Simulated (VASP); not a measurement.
**VASP 6.6.1 run: SiC**

INCAR

```
LWAVE = .FALSE.
LCHARG = .FALSE.
NBANDS = 16
NSW = 0
LASPH = .TRUE.
LREAL = .FALSE.
METAGGA = SCAN
SIGMA = 0.02
NELM = 92
EDIFF = 1E-7
ENCUT = 520
IBRION = -1
PREC = Accurate
ISIF = 2
ISMEAR = -1
```

KPOINTS

```
KPOINTS created by Atomic Simulation Environment
0
Gamma
8 8 4
0 0 0
```

POSCAR

```
Si C
 1.0000000000000000
     3.1055000000000001   -0.0159000000000000   -0.0740000000000000
    -1.5665000000000000    2.6456000000000000    0.0749000000000000
    -0.1215000000000000    0.0718000000000000    4.9706999999999999
 Si  C
   2   2
Cartesian
  0.0452371000000000  1.7078625399999998  0.1335166400000000
  1.6099187500000001  0.7934805200000000  2.3218537100000001
 -0.0587168500000001  1.6337536200000000  1.9940002900000000
  1.3583877500000001  1.1559161999999998  4.3435488700000002
```

The recommended PBE PAW datasets give the neutral cell 16 valence electrons.

Command

```
mpirun -np 1 vasp_std
```

Problem. How does this run end, and what does it give?

Solution. It converged. Results: gap between bands v and c on the k mesh 1.11 eV; least direct gap on the k mesh 3.27 eV; pressure 8.1 GPa; largest force 6.02 eV/Å. Band v is the last that the valence electrons fill when counted band by band, and c is the next.

OSZICAR

```
N       E                     dE             d eps       ncg     rms          rms(c)
DAV:   1     0.145709836879E+02    0.14571E+02   -0.74277E+03  4224   0.926E+02
DAV:   2    -0.437918086725E+02   -0.58363E+02   -0.53227E+02  5928   0.164E+02
DAV:   3    -0.462899494833E+02   -0.24981E+01   -0.24878E+01  5464   0.314E+01
DAV:   4    -0.463070030286E+02   -0.17054E-01   -0.17051E-01  5392   0.319E+00
DAV:   5    -0.463071599834E+02   -0.15695E-03   -0.15695E-03  5464   0.291E-01    0.138E+01
DAV:   6    -0.394051095608E+02    0.69021E+01   -0.61216E+00  5416   0.161E+01    0.722E+00
DAV:   7    -0.396136647035E+02   -0.20856E+00   -0.14653E+00  5792   0.871E+00    0.327E+00
DAV:   8    -0.396743330146E+02   -0.60668E-01   -0.62461E-02  5056   0.226E+00    0.768E-01
DAV:   9    -0.396817398647E+02   -0.74069E-02   -0.12927E-02  6080   0.992E-01    0.217E-01
DAV:  10    -0.396824170112E+02   -0.67715E-03   -0.91846E-04  5176   0.251E-01    0.693E-02
DAV:  11    -0.396825301564E+02   -0.11315E-03   -0.19183E-04  5704   0.123E-01    0.169E-02
DAV:  12    -0.396825296112E+02    0.54526E-06   -0.64181E-06  5680   0.230E-02    0.823E-03
DAV:  13    -0.396825299668E+02   -0.35561E-06   -0.35385E-06  5672   0.162E-02    0.197E-03
DAV:  14    -0.396825298713E+02    0.95470E-07   -0.12902E-07  4424   0.309E-03
   1 F= -.39682530E+02 E0= -.39682530E+02  d E =-.655367E-12
```

Standard output (part)

```
POSCAR found type information on POSCAR SiC
 POSCAR found :  2 types and       4 ions
 LDA part: xc-table for (None), standard interpolation
 POSCAR, INCAR and KPOINTS ok, starting setup
 WAVECAR not read
 entering main loop
```

For comparison, a separate PBE run of the intended cell, on usual settings and not on those above, gives a gap of 0.78 eV on its mesh and a pressure of 12.4 GPa.
